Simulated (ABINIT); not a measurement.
# HfO2 (P4_2/nmc) in ABINIT: notebook, part 3 of 3

ABINIT 10.8.3 (patched build). Earlier steps stand in the parts before.

### Step 5. Single point, LDA

Input file run.abi:

```
# Pseudopotentials
pp_dirpath "./"
pseudos "Hf.LDA_PW-JTH.xml, O.LDA_PW-JTH.xml"

# Structure
acell 3.55801933 3.55801933 5.17186121 Angstrom
rprim
     1.0000000000     0.0000000000     0.0000000000
     0.0000000000     1.0000000000     0.0000000000
     0.0000000000     0.0000000000     1.0000000000
ntypat 2
znucl 72 8
natom 6
typat 1 1 2 2 2 2
xcart
     0.0000000000     0.0000000000     0.0000000000
     1.7790096650     1.7790096650     2.5859306050
     0.0000000000     1.7790096650     1.0199317849
     1.7790096650     0.0000000000     1.5659988201
     1.7790096650     0.0000000000     4.1519294251
     0.0000000000     1.7790096650     3.6058623899 Angstrom

# Plane-wave basis
ecut 23.0
pawecutdg 45.0

# k points
kptopt 1
ngkpt 6 6 4
nshiftk 1
shiftk 0.0 0.0 0.0

# Exchange and correlation
ixc 7

# Bands and occupations
nband 29
occopt 3
tsmear 0.00183747

# SCF cycle
nstep 100
tolvrs 1.0e-9

# Output
iomode 3
prtwf 0
prtden 0
prteig 0
prtebands 0
enunit 1
```

Potentials or basis: JTH PAW LDA v2.0.

Launch:

```bash
$ abinit run.abi > log 2>&1
```

run.abo:

```text
.Version 10.8.3 of ABINIT
 Symmetries : space group P4_2/n m c (#137); Bravais tP (primitive tetrag.)
================================================================================
 Values of the parameters that define the memory need of the present run
     intxc =       0    ionmov =       0      iscf =      17    lmnmax =      18
     lnmax =       6     mgfft =      45  mpssoang =       3    mqgrid =    3001
     natom =       6  nloc_mem =       2    nspden =       1   nspinor =       1
    nsppol =       1      nsym =      16    n1xccc =       1    ntypat =       2
    occopt =       3   xclevel =       1
       mpw =        2346          nfft =       40500          nkpt =          30
 PAW method is used; the additional fine FFT grid is defined by:
   mgfftf=        60    nfftf =    121500
================================================================================
================================================================================

--------------------------------------------------------------------------------
------------- Echo of variables that govern the present computation ------------
--------------------------------------------------------------------------------
 -outvars: echo values of preprocessed input variables --------
            acell      6.7236820844E+00  6.7236820844E+00  9.7734012481E+00 Bohr
              amu      1.78490000E+02  1.59994000E+01
             ecut      2.30000000E+01 Hartree
           enunit           1
              ixc           7
         kptrlatt        6    0    0      0    6    0      0    0    4
[... 272 lines left out ...]
  sigma(1 1)=  2.80779884E-04  sigma(3 2)=  0.00000000E+00
  sigma(2 2)=  2.80779884E-04  sigma(3 1)=  0.00000000E+00
  sigma(3 3)=  2.87652506E-04  sigma(2 1)=  0.00000000E+00

-Cartesian components of stress tensor (GPa)         [Pressure= -8.3282E+00 GPa]
- sigma(1 1)=  8.26082939E+00  sigma(3 2)=  0.00000000E+00
- sigma(2 2)=  8.26082939E+00  sigma(3 1)=  0.00000000E+00
- sigma(3 3)=  8.46302892E+00  sigma(2 1)=  0.00000000E+00

== END DATASET(S) ==============================================================
================================================================================

 -outvars: echo values of variables after computation  --------
            acell      6.7236820844E+00  6.7236820844E+00  9.7734012481E+00 Bohr
           etotal     -1.6564115740E+02
            fcart     -0.0000000000E+00 -0.0000000000E+00  8.0715084257E-31
                      -0.0000000000E+00 -0.0000000000E+00 -0.0000000000E+00
                      -0.0000000000E+00 -0.0000000000E+00 -3.7144555017E-04
                      -0.0000000000E+00 -0.0000000000E+00  3.7144555017E-04
                      -0.0000000000E+00 -0.0000000000E+00  3.7144555017E-04
                      -0.0000000000E+00 -0.0000000000E+00 -3.7144555017E-04
           strten      2.8077988383E-04  2.8077988383E-04  2.8765250632E-04
                       0.0000000000E+00  0.0000000000E+00  0.0000000000E+00
           xangst      0.0000000000E+00  0.0000000000E+00  0.0000000000E+00
                       1.7790096650E+00  1.7790096650E+00  2.5859306050E+00
                       0.0000000000E+00  1.7790096650E+00  1.0199317849E+00
                       1.7790096650E+00  0.0000000000E+00  1.5659988201E+00
                       1.7790096650E+00  0.0000000000E+00  4.1519294251E+00
                       0.0000000000E+00  1.7790096650E+00  3.6058623899E+00
             xred      0.0000000000E+00  0.0000000000E+00  0.0000000000E+00
                       5.0000000000E-01  5.0000000000E-01  5.0000000000E-01
                       0.0000000000E+00  5.0000000000E-01  1.9720788000E-01
                       5.0000000000E-01  0.0000000000E+00  3.0279212000E-01
                       5.0000000000E-01  0.0000000000E+00  8.0279212000E-01
                       0.0000000000E+00  5.0000000000E-01  6.9720788000E-01
 Calculation completed.
```

It took 1.7 min on 1 thread of Arm Neoverse V1, shared host; peak memory 0.15 GiB.

What came out:

- Free energy: -4507.3255 eV
- Pressure: -8.3 GPa
- Largest force: 0.019 eV/Å
- Band gap on the k mesh: 4.55 eV, indirect (least direct gap 4.63 eV)
- Valence electrons inside the program's atomic spheres: Hf 9.55, 9.57; O 4.60

Forces on the atoms (eV/Å):
```
Hf   0.000  0.000  0.000
Hf   0.000  0.000  0.000
O    0.000  0.000 -0.019
O    0.000  0.000  0.019
O    0.000  0.000  0.019
O    0.000  0.000 -0.019
```

Stress tensor (GPa, compression positive):
```
-8.26  0.00  0.00
 0.00 -8.26  0.00
 0.00  0.00 -8.46
```

Levels at points of the mesh, in eV from the valence-band top:
| k point | band 21 | band 22 | band 23 | band 24 | band 25 | band 26 | band 27 | band 28 |
| --- | --- | --- | --- | --- | --- | --- | --- | --- |
| (0.00, 0.00, 0.00) | -0.72 | -0.12 | -0.08 | -0.08 | 4.55 | 4.59 | 5.86 | 6.08 |
| (0.50, 0.00, 0.00) | -1.44 | -1.44 | -0.14 | -0.14 | 5.00 | 5.00 | 6.05 | 6.05 |
| (0.50, 0.50, 0.00) | -0.81 | -0.81 | -0.56 | -0.56 | 5.65 | 5.65 | 6.02 | 6.02 |
| (0.00, 0.00, 0.50) | -0.62 | -0.62 | 0.00 | 0.00 | 5.26 | 5.26 | 5.57 | 5.57 |
| (0.50, 0.00, 0.50) | -1.40 | -1.40 | -0.96 | -0.96 | 5.13 | 5.13 | 5.51 | 5.51 |
| (0.50, 0.50, 0.50) | -1.44 | -1.44 | -0.05 | -0.05 | 5.86 | 5.86 | 6.20 | 6.20 |

Caveat: spin-orbit coupling is left out, which moves the levels of the heavy elements. Expect the measured gap to be larger: semilocal functionals such as LDA lack the derivative discontinuity.

### Step 6. Summary

```tsv
level	potentials or basis	k mesh	mesh quality	gap on the mesh (eV)	pressure (GPa)	largest force (eV/Å)
PBE	JTH PAW PBE v2.0	6 × 6 × 4	not flagged	4.77	6.8	0.13
PBEsol	JTH PAW PBE v2.0	6 × 6 × 4	not flagged	4.64	-0.8	0.10
LDA	JTH PAW LDA v2.0	3 × 3 × 2	coarse	4.54	-8.1	0.02
LDA	JTH PAW LDA v2.0	6 × 6 × 4	not flagged	4.55	-8.3	0.02
```

Alike in all rows: task single point; no spin polarisation; cell as given; cutoff (eV) 626; smearing fermi-dirac 0.05 eV.

Caveats: some runs use coarse meshes; spin-orbit coupling is left out, which moves the levels of the heavy elements; the PAW data sets were made with another functional, which shifts forces and pressure a little (some runs); an odd mesh through Γ misses points on the zone boundary, where band edges often lie (some runs).

Absolute energies hang on the potentials; compare differences alone.
